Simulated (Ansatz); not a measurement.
Fluorite SrF2, treated with B3LYP (VWN-RPA form) in Ansatz (plane waves, PAW).

Numerical settings: plane-wave cutoff 460 eV, 8×8×8 k mesh, Fermi–Dirac smearing 0.01 eV, scalar-relativistic PAW data made under PBE.

Computed at the level's own relaxed cell.

Problem. Predict the bulk modulus, band gap, pressure derivative B′ of the bulk modulus, equilibrium volume per atom and smallest direct gap on the k points sampled.

Solution. 
- bulk modulus: 67.9 GPa
- band gap: 9.07 eV (on the SCF k mesh)
- pressure derivative B′ of the bulk modulus: 4.6
- equilibrium volume per atom: 16.70 Å³/atom
- smallest direct gap on the k points sampled: 9.17 eV

Measured, for comparison: band gap 11.1 eV (temperature not stated, not corrected to a static lattice; as tabulated in Aguado et al. (1999), arXiv:cond-mat/9901145); bulk modulus 69 GPa (temperature not stated, not corrected to a static lattice; as tabulated in On the Morphology of Group II Metal Fluoride Nanocrystals at Finite Temperature …). Computed (rounded) less measured: bulk modulus -2 %.

Spin–orbit coupling is not included.

Ansatz is a quantum-chemistry and plane-wave program.
